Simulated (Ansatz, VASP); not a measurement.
This is a calculation of GaSb for Ansatz 0.2.0. 

The input input.yaml:

```yaml
crystal:
  lattice:
    - [0.0, 3.059, 3.059]
    - [3.059, 0.0, 3.059]
    - [3.059, 3.059, 0.0]
  atoms:
    - { symbol: Sb, position: [0.75, 0.75, 0.75] }
    - { symbol: Ga, position: [0.0, 0.0, 0.0] }
hamiltonian:
  xc: pbesol
  pseudopotentials: { kind: paw }
kpoints:
  mp_grid: { grid: [8, 8, 8] }
scf:
  occupations: { method: fermi_dirac, width: 0.05 }
output:
  forces: true
  stress: true
relax:
  f_tol: 0.01
  max_steps: 40
  cell: { stress_tol: 0.05 }
```

Potentials or basis: Ansatz PAW.

The run is started by

```sh
$ ansatz run input.yaml --threads 2 --pin off --max-ram 5632MiB --backend cpu --events-out ev --progress --plain --runs-dir out
```

Q: What does the same run look like in VASP 6.6.1? Potentials or basis there: PBE PAW files Ga_d, Sb, 600 eV.

A: As run (cutoffs and basis follow the program's own potentials, and thresholds, step limits or extra output files can differ):

File INCAR:

```
SYSTEM = GaSb
PREC = Accurate ; ENCUT = 600
EDIFF = 1E-6 ; ISMEAR = -1
SIGMA = 0.05 ; LREAL = .False.
LASPH = .True. ; NELM = 60
ALGO = Normal ; ISIF = 3
LWAVE = .False. ; LCHARG = .False.
GGA = PS ; IBRION = 2
NSW = 40 ; EDIFFG = -0.01
```

KPOINTS

```
regular mesh
0
Gamma
  8 8 8
  0 0 0
```

Contents of POSCAR:

```
GaSb
1.0
    0.0000000000      3.0590000000      3.0590000000
    3.0590000000      0.0000000000      3.0590000000
    3.0590000000      3.0590000000      0.0000000000
Sb Ga
1 1
Direct
    0.7500000000      0.7500000000      0.7500000000
    0.0000000000      0.0000000000      0.0000000000
```

Potentials or basis: VASP PAW PBE potentials, release 64 (Sb, Ga_d).

Launch:

```console
$ cat potpaw_PBE.64/Sb/POTCAR potpaw_PBE.64/Ga_d/POTCAR > POTCAR
$ mpirun -np 1 vasp_std > vasp.out
```

Both were run:

|  | Ansatz | VASP |
| --- | --- | --- |
| Relaxed volume | 28.51 Å³/atom | 28.56 Å³/atom |
| Relaxed cell | a = 4.320 Å, b = 4.320 Å, c = 4.320 Å, α = 60.00°, β = 60.00°, γ = 60.00° | a = 4.323 Å, b = 4.323 Å, c = 4.323 Å, α = 60.00°, β = 60.00°, γ = 60.00° |
| Space group after relaxing | F-43m (No. 216) | F-43m (No. 216) |
| Pressure after relaxing | 0.0 GPa | 0.0 GPa |

Ansatz's pressure holds a Pulay term of +0.03 GPa for its cutoff of 420 eV, which the other run lacks.

The potentials hold 28 and 18 valence electrons a cell.

Ansatz's potentials were made for PBE. VASP's potentials were made for PBE.

Where Ansatz's input types no cutoff or centring, it takes its own default and a Γ-centred mesh.

Pressure is positive in compression.
